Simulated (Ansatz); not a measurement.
The structure comes from a relaxation in the same program, started in the zincblende type, and has space group F-43m. Whether it is a known phase or the ground state wasn't checked.

BaS: DFT, PBE, all-electron LAPW, scalar-relativistic (Ansatz 0.2.0).

Command: `ansatz run input.yaml --threads 1 --pin off --max-ram 2048MiB --backend cpu --events-out ev --progress --plain --runs-dir out` The run took 7.8 s on 1 thread of AMD EPYC 9R45 (Zen 5), with other jobs on the host, peak memory 0.35 GiB.

```yaml
crystal:
  lattice:
    - [0.0, 3.5161364223, 3.5161364223]
    - [3.5161364223, 0.0, 3.5161364223]
    - [3.5161364223, 3.5161364223, 0.0]
  atoms:
    - { symbol: Ba, position: [0.0, 0.0, 0.0] }
    - { symbol: S, position: [0.25, 0.25, 0.25] }
kpoints:
  mp_grid: { grid: [9, 9, 9] }
  band_path:
    path:
      - [0.0, 0.0, 0.0]
      - [-0.5, -0.5, 0.0]
      - [-0.375, -0.375, 0.25]
      - [-0.375, 0.0, 0.375]
      - [0.0, 0.0, 0.0]
      - [0.0, 0.0, 0.5]
      - [-0.5, -0.25, 0.25]
      - [-0.5, -0.5, 0.0]
    npoints: 14
scf:
  occupations: { method: fermi_dirac, width: 0.08 }
hamiltonian:
  xc: pbe
  pseudopotentials: { kind: all_electron, lapw: { basis_error: 0.00025 } }
output:
  forces: true
  stress: true
  eigenvalues: true
  populations: true
  dos: { projected: true, de: 0.2, e_range: [-14, 8] }
```

Output:

```
Ba: projections on atomic orbitals take those of the free atom 1s2 2s2 2p6 3s2 3p6 3d10 4s2 4p6 4d10 5s2 5p6 6s2, of charge +0.00 (hamiltonian.pseudopotentials.projection_atoms)
S: projections on atomic orbitals take those of the free atom 1s2 2s2 2p6 3s2 3p4, of charge +0.00 (hamiltonian.pseudopotentials.projection_atoms)
LAPW: plane waves up to 6.794 Å⁻¹, error target 2.5e-4 eV per atom; small_component_spin mean_spin; S in spheres of 1.437 Å, 14 of its electrons in bands, Dirac shells []; Ba in spheres of 1.608 Å, 28 of its electrons in bands, Dirac shells []
Engine: ansatz 0.2.0
Pseudopotentials: kind: all_electron
Pseudopotential: Ba, LAPW, valence charge 28, Koelling and Harmon's equation, gaussian nucleus
Pseudopotential: S, LAPW, valence charge 14, Koelling and Harmon's equation, gaussian nucleus
Functional definition: PBE
  parameter kappa = 0.804
  parameter beta = 0.06672455060314922
  exchange = pbe_x(kappa = kappa, mu = beta*pi^2/3)
  correlation = pbe_c(beta = beta)
Crystal: 2 atoms, lattice volume = 86.942 Å³
Basis set: ecut = 175.87605677390133 eV, 459 PW (Γ), exchange–correlation at level 2
Bands: 26, of which v1, the nominal top of the filled ones, is band 21 counted from 1 (20 counted from 0)
Symmetry: 24 space group operations
Space group: F-43m (ITA 216), of the structure as read, at distance tolerance 4.4e-5 Å
k-points: 35 of 729 (time reversal used)
Non-local potential: Ba, projectors of the file, none
Non-local potential: S, projectors of the file, none
Initial density: superposition of atomic densities (chi_scale 0.1, normalization cell, long waves kept (reshape's long-wave potential 0.00 eV rms))
Initial wavefunctions: plane waves of lowest kinetic energy (no species holds an atomic orbital)
Functional: x = pbe(κ = 0.804, μ = 0.2195149727645171), c = pbe(β = 0.06672455060314922)
iter 1 solved again at ethr=6.18e-3 eV; its pass at ethr=1.00e-1 eV (dr2=2.60e0 eV) is discarded
SCF iter   1: F=—  HF=-232239.719541 eV  |F-HF|=—  |Δ(HF+E_count)|=         —  Δρ=3.12e-2  dr2=2.59e0  ethr=6.18e-3  ⟨swp⟩=2.0  Hψ=5903  notcnv=0
preconditioner: auto → none  [insulator: Δε(μ)=3.989 eV  Ē_g=12.501 eV  σ=0.080 eV  W_gap=1.00  n_scr=14 (ndim 8)  ℏωp=14.9 eV  f_vac=0.072  D(μ)=0.00/eV (n_scr^D=0)  ε∞_Penn≈2.4]
iter 2 solved again at ethr=2.82e-4 eV; its pass at ethr=6.17e-3 eV (dr2=1.19e-1 eV) is discarded
SCF iter   2: F=—  HF=-232238.857530 eV  |F-HF|=—  |Δ(HF+E_count)|=   8.62e-1  Δρ=8.90e-3  dr2=1.19e-1  ethr=2.82e-4  ⟨swp⟩=2.0  Hψ=5107  notcnv=0
SCF iter   3: F=—  HF=-232238.745494 eV  |F-HF|=—  |Δ(HF+E_count)|=   1.12e-1  Δρ=4.97e-3  dr2=6.99e-2  ethr=2.82e-4  ⟨swp⟩=3.0  Hψ=3256  notcnv=0
SCF iter   4: F=—  HF=-232238.760775 eV  |F-HF|=—  |Δ(HF+E_count)|=         —  Δρ=9.01e-4  dr2=1.92e-3  ethr=1.66e-4  ⟨swp⟩=2.6  Hψ=3156  notcnv=0
the basis was enlarged: its passes take 659.4 KiB over the memory plan, 1 of 1 planned eigensolver slots
SCF iter   5: F=—  HF=-232238.762547 eV  |F-HF|=—  |Δ(HF+E_count)|=   1.77e-3  Δρ=2.00e-4  dr2=5.46e-5  ethr=4.58e-6  ⟨swp⟩=3.0  Hψ=3121  notcnv=0
SCF iter   6: F=—  HF=-232238.762704 eV  |F-HF|=—  |Δ(HF+E_count)|=   1.57e-4  Δρ=3.59e-5  dr2=1.84e-6  ethr=1.30e-7  ⟨swp⟩=3.0  Hψ=3131  notcnv=0
SCF iter   7: F=-232238.762712 eV  HF=-232238.762712 eV  |F-HF|=2.22e-7  |Δ(HF+E_count)|=   8.45e-6  Δρ=4.93e-6  dr2=3.30e-8  ethr=4.38e-9  ⟨swp⟩=3.0  Hψ=3172  notcnv=0
SCF 1 converged in 7 iterations: F = -232238.762712 eV  dr2 = 3.30e-8
NSCF: frozen V_eff on 99 k-points
SCF converged after 7 iterations
Free energy (F): -232238.762712 eV
Harris-Foulkes:  -232238.762712 eV  (|F-HF|=2.22e-7)
Internal energy: -232238.762712 eV  (E = F + TS)
E sigma→0 (E₀):  -232238.762712 eV
Fermi energy:    6.218140 eV
--- Per-component energies (eV) ---
  E_band       = -3565.826732
  E_kinetic    = 246790.189975
  E_xc         = -6092.938031
  E_electrostatic = -472936.014656  (all electrons and nuclei)
  E_smearing   = -0.000000  (= −TS)
  E_closure    = 0.000000  (closes the sum)
  E_atoms      = -232228.982511  (free atoms, spherical and without spin; not in F)
  Σ components = -232238.762712   (vs F -232238.762712, Δ=0.00e0)
  Basis errors (estimates in eV, not in F): energy 1.4e-4 per atom: plane waves 1.3e-4 (7.2e-5 summed), levels above the bands 2.2e-28, relativity 9.1e-9, radial functions 1.2e-5, core shells 3.8e-11; eigenvalues (radial functions only) 3.4e-6; not estimated: angular momenta, meshes, grids; target (lapw.basis_error) 2.5e-4; muffin-tin radii S 1.437 Å, Ba 1.608 Å
--- Forces (eV/Å), atoms counted from 1 ---
  atom   1  Ba     0.00000000    -0.00000000    -0.00000000
  atom   2  S     -0.00000000     0.00000000     0.00000000
  max |Σ_I F_I| component: 4.63e-17 eV/Å
--- Stress (GPa, compression-positive) ---
        0.039287      -0.000000       0.000000
       -0.000000       0.039287      -0.000000
        0.000000      -0.000000       0.039287
  P = ⅓ Tr σ = 0.0393 GPa (0.393 kbar)
--- Band table (eV; the first three rows and the last of 35) ---
  k-point 0: bands = ["-231.2690", "-198.1554", "-168.3882", "-168.3882", "-168.3882", "-142.9265", "-142.9265", "-142.9265", "-77.1705", "-77.1705", "-77.1652", "-77.1652", "-77.1652", "-21.3540", "-6.5402", "-6.5402", "-6.5402", "-5.2440", "3.9837", "3.9837", "3.9837", "7.4110", "9.7447", "9.7447", "11.4161", "11.4161"]
  k-point 1: bands = ["-231.2690", "-198.1554", "-168.3882", "-168.3882", "-168.3882", "-142.9265", "-142.9265", "-142.9265", "-77.1705", "-77.1705", "-77.1652", "-77.1652", "-77.1652", "-21.3522", "-6.6473", "-6.5449", "-6.5449", "-5.1334", "3.9452", "4.0161", "4.0161", "7.6812", "9.6284", "9.6284", "11.2860", "11.6566"]
  k-point 2: bands = ["-231.2690", "-198.1554", "-168.3882", "-168.3882", "-168.3882", "-142.9265", "-142.9265", "-142.9265", "-77.1705", "-77.1705", "-77.1652", "-77.1652", "-77.1652", "-21.3478", "-6.8639", "-6.5567", "-6.5567", "-4.9104", "3.9110", "4.0959", "4.0959", "8.3072", "9.5021", "9.5021", "11.0593", "11.9604"]
  k-point 34: bands = ["-231.2690", "-198.1554", "-168.3882", "-168.3882", "-168.3882", "-142.9265", "-142.9265", "-142.9265", "-77.1705", "-77.1705", "-77.1652", "-77.1652", "-77.1652", "-21.3344", "-7.2308", "-6.6844", "-6.6345", "-4.3941", "3.9929", "4.2097", "4.6330", "8.1464", "8.9917", "10.4491", "11.1245", "11.9574"]
--- Löwdin populations: 2 sites ---
  site symbol       q [e]
     0     Ba     54.3479
     1      S     17.3481
  spilling = 0.004222 (of n_electrons = 72.000000)
```

populations.tsv:

```
# site	symbol	l	j	q
# orbitals = lowdin
# n_electrons = 72.000000
# spilling = 0.004222
# projection_atom_Ba: 1s2 2s2 2p6 3s2 3p6 3d10 4s2 4p6 4d10 5s2 5p6 6s2
# projection_atom_S: 1s2 2s2 2p6 3s2 3p4
0	Ba	0_1S	-	2.000000
0	Ba	0_2S	-	1.999996
0	Ba	0_3S	-	1.999939
0	Ba	0_4S	-	1.999286
0	Ba	0_5S	-	1.984809
0	Ba	0_6S	-	0.381501
0	Ba	1_2P	-	6.000000
0	Ba	1_3P	-	5.999999
0	Ba	1_4P	-	5.999933
0	Ba	1_5P	-	5.982433
0	Ba	2_3D	-	10.000000
0	Ba	2_4D	-	9.999987
1	S	0_1S	-	1.999963
1	S	0_2S	-	1.997399
1	S	0_3S	-	1.878993
1	S	1_2P	-	5.999844
1	S	1_3P	-	5.471916
```
